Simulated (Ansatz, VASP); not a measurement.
# One calculation of AlN, two programs

```xyz
2
Lattice="0.0000 2.0226 2.0226 2.0226 0.0000 2.0226 2.0226 2.0226 0.0000" Properties=species:S:1:pos:R:3 pbc="T T T"
Al    0.0000    0.0000    0.0000
N     2.0226    2.0226    2.0226
```

Alike in both runs: functional PBEsol; k mesh 10 × 10 × 10; occupations gaussian, width 0.02 eV; no spin polarisation.

Ansatz relaxed the structure, and its values are those at the end. VASP's run is a single point on that final structure, the one shown.

|  | VASP | Ansatz |
| --- | --- | --- |
| version | VASP 6.6.1 | Ansatz 0.2.0 |
| potentials or method | VASP PAW PBE potentials, release 64 (Al, N) | scalar-relativistic, plane waves, PAW |
| plane-wave cutoff (eV) | 520 | 420 |
| valence electrons in the cell | 8 | 8 |

|  | VASP | Ansatz | Ansatz less VASP |
| --- | --- | --- | --- |
| gap on the k mesh at the Fermi level (eV) | 4.54 | 4.55 | +0.005 |
| least direct gap on the mesh (eV) | 5.65 | 5.63 | -0.020 |
| pressure (GPa) | -0.1 | 0.0 | +0.09 |

Caveats: the PAW data sets were made with another functional, which shifts forces and pressure a little (VASP). Expect the measured gap to be larger: semilocal functionals such as PBEsol lack the derivative discontinuity. A k mesh can miss the band edges.
